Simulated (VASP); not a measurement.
Wanted: the native input for a VASP 6.6.1 run.

* Task: relaxation of cell and atoms
* Functional: AM05
* Dispersion: D4
* Potentials or basis: VASP PAW PBE potentials, release 64 (Ti_sv, O)
* Cutoff: 700 eV
* k mesh: 6 × 6 × 9
* Occupations: tetrahedron
* Spin: no spin polarisation
* Further INCAR settings: ALGO = Normal; EDIFF = 1e-07; IBRION = 2; EDIFFG = -0.005; NSW = 40; ISIF = 3

The structure of TiO lies in TiO.cif:

```cif
data_TiO
_cell_length_a 4.98908777
_cell_length_b 4.98908777
_cell_length_c 2.87331344
_cell_angle_alpha 90.00000000
_cell_angle_beta 90.00000000
_cell_angle_gamma 120.00000000
_space_group_name_H-M_alt 'P-62m'
_space_group_name_Hall 'P -6 -2'
_space_group_IT_number 189
loop_
_space_group_symop_operation_xyz
'x,y,z'
'-x+y,-x,-z'
'-y,x-y,z'
'x,y,-z'
'-x+y,-x,z'
'-y,x-y,-z'
'y,x,z'
'-x,-x+y,-z'
'x-y,-y,z'
'y,x,-z'
'-x,-x+y,z'
'x-y,-y,-z'
loop_
_atom_site_label
_atom_site_type_symbol
_atom_site_symmetry_multiplicity
_atom_site_Wyckoff_symbol
_atom_site_fract_x
_atom_site_fract_y
_atom_site_fract_z
_atom_site_occupancy
Ti1 Ti 1 a 0.0000000000 0.0000000000 0.0000000000 1
Ti2 Ti 2 d 0.3333333333 0.6666666667 0.5000000000 1
O1 O 3 f 0.0000000000 0.3944407600 0.0000000000 1
```

The structure of TiO lies in POSCAR:

```
Ti O 
 1.0000000000000000
     4.9890877700000003    0.0000000000000000    0.0000000000000000
    -2.4945438849999992    4.3206767505302555    0.0000000000000000
     0.0000000000000000    0.0000000000000000    2.8733134400000000
 Ti  O  
   3   3
Cartesian
  0.0000000000000000  0.0000000000000000  0.0000000000000000
 -0.0000000002494538  2.8804511671641926  1.4366567199999998
  2.4945438852494548  1.4402255833660624  1.4366567199999998
 -0.9839497858527523  1.7042510211934845  0.0000000000000000
  1.9678995717055052  0.0000000000000000  0.0000000000000000
  1.5105940991472480  2.6164257293367714  0.0000000000000000
```

The cell comes from a database or a generator and needn't be the stable form of this composition.

The input as run:

INCAR

```
  ALGO = Normal
  EDIFF = 1E-7
  EDIFFG = -0.005
  ENCUT = 700
  GGA = AM
  IBRION = 2
  ISIF = 3
  ISMEAR = -5
  IVDW = 13
  LASPH = T
  LCHARG = F
  LREAL = F
  LWAVE = F
  NELM = 100
  NSW = 40
  PREC = Accurate
  SIGMA = 0.05
```

KPOINTS

```
k-points
0
Gamma
  6 6 9
```

Potentials or basis: VASP PAW PBE potentials, release 64 (Ti_sv, O).

Run with:

```sh
$ ase convert -i cif -o vasp TiO.cif POSCAR
$ cat potpaw_PBE.64/Ti_sv/POTCAR potpaw_PBE.64/O/POTCAR > POTCAR
$ mpirun -np 1 vasp_std > vasp.out
```

Results of the run:

```yaml
Relaxed_volume: 9.97 Å³/atom
Relaxed_cell: a = 4.940 Å, b = 4.940 Å, c = 2.832 Å, α = 90.00°, β = 90.00°, γ = 120.00°
Space_group_after_relaxing_to_0.05_Å: P-62m (No. 189)
Energy_gained_by_relaxing: 8.9 meV/atom
Ionic_steps: 8
Pressure_after_relaxing: 0.0 GPa
Largest_force_after_relaxing: 0.005 eV/Å
Band_gap_on_the_k_mesh: none (metal or under the smearing width)
Dispersion_energy_per_atom: -0.142 eV
```

Caveat: the PAW data sets were made with another functional, which shifts forces and pressure a little; semilocal functionals often make such compounds metallic where correlation or magnetic order opens a gap, which also shifts bond lengths; pairwise dispersion overbinds metals, which lowers pressure and volume; tetrahedron occupations give inexact forces and stress in metals.

Run time: 8.5 min on 1 thread of Intel(R) Xeon(R) 6975P-C (Granite Rapids), with other jobs on the host, peak memory 0.3 GiB.
